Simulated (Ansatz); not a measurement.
# SiO$_{2}$: checking dH/dP = V

Level of theory: DFT LDA, scalar-relativistic, plane waves, PAW in Ansatz 0.2.0. Run with 420 eV cutoff, 6×6×4 k-mesh, Gaussian smearing of 0.02 eV, no spin polarisation.

Reference structure (relaxed):

```xyz
12
Lattice="5.0150 0.0000 0.0000 -2.5075 4.3431 0.0000 0.0000 0.0000 8.5394" Properties=species:S:1:pos:R:3 pbc="T T T"
Si    2.5075    1.4477    8.0019
Si    2.5075    1.4477    4.8073
Si    0.0000    2.8954    0.5376
Si    0.0000    2.8954    3.7321
O    -1.0333    1.7896    0.0000
O     1.0333    1.7896    4.2697
O     2.9485    0.0000    4.2697
O     1.4743    2.5535    0.0000
O    -1.4743    2.5535    4.2697
O     2.5075    1.4477    6.4046
O     0.0000    2.8954    2.1349
O     2.0665    0.0000    0.0000
```

Cell and atoms were relaxed at each target pressure within the start's symmetry (P6_322), at zero temperature; other phases can be more stable under pressure. H = E + PV with P the target; E is the free energy at the smearing used, whose derivative the pressure is, per atom and counted from zero pressure.

```tsv
P (GPa)	V (Å³/atom)	E − E0 (meV)	H − H0 (meV)
0	15.500	0.0	0.0
3	14.215	10.4	276.6
8	13.129	45.5	701.1
15	12.300	103.6	1255.2
30	11.260	245.2	2353.7
```

Thermodynamics gives dH/dP = V along a relaxed path. Integrate V over P by the trapezoid rule and compare with the computed enthalpies.

With 1 eV/Å³ = 160.22 GPa, each step adds the mean volume times ΔP / 160.22:
| P (GPa) | ∫V dP (meV) | H − H0 (meV) | difference (meV) |
| --- | --- | --- | --- |
| 3 | 278.2 | 276.6 | 1.6 |
| 8 | 704.9 | 701.1 | 3.8 |
| 15 | 1260.4 | 1255.2 | 5.2 |
| 30 | 2363.3 | 2353.7 | 9.6 |

V(P) curves upward, so the trapezoid rule runs high; integrating a smooth curve through the same points (P as a polynomial of degree 4 in ln V) puts that excess at about 9.0 meV at 30 GPa, against the 9.6 meV found.

At 30 GPa, how much of the enthalpy change is stored energy and how much is the PV term?

E rises by 245 meV/atom and PV is 30 × 11.260 / 160.22 = 2108 meV/atom, so PV makes 90 % of ΔH. So between rival structures at high pressure a small difference in volume can outweigh the difference in energy: 1 % of this volume is worth 21.1 meV/atom at this pressure.

What bulk modulus do the lowest pressures give, and how is the compression shared among the axes?

From the pressures that the runs reached, -0.03 GPa (15.500 Å³) and 2.97 GPa (14.215 Å³), B = −ΔP/Δln V = 3.00 / 0.0865 = 35 GPa, a mean over that range. The linear compressibilities −Δln(length)/ΔP are 14.09 along a, 14.09 along b, 0.70 along c (in TPa⁻¹). With fixed angles they add up to 1/B: 28.88 against 28.88. Softest: a and b, at 49 % of the volume change per axis.

The gap is 5.408 eV at -0.03 GPa and 5.498 eV at 2.97 GPa. What pressure coefficient and volume deformation potential follow?

dE_g/dP = 30.1 meV/GPa, and a_V = dE_g/d ln V = −B dE_g/dP = -1.04 eV. The band edges lie at other k points in the two runs, so this is a mean over different edges. Gaps are Kohn–Sham gaps over the whole zone.

This form isn't the usual stable structure of the compound.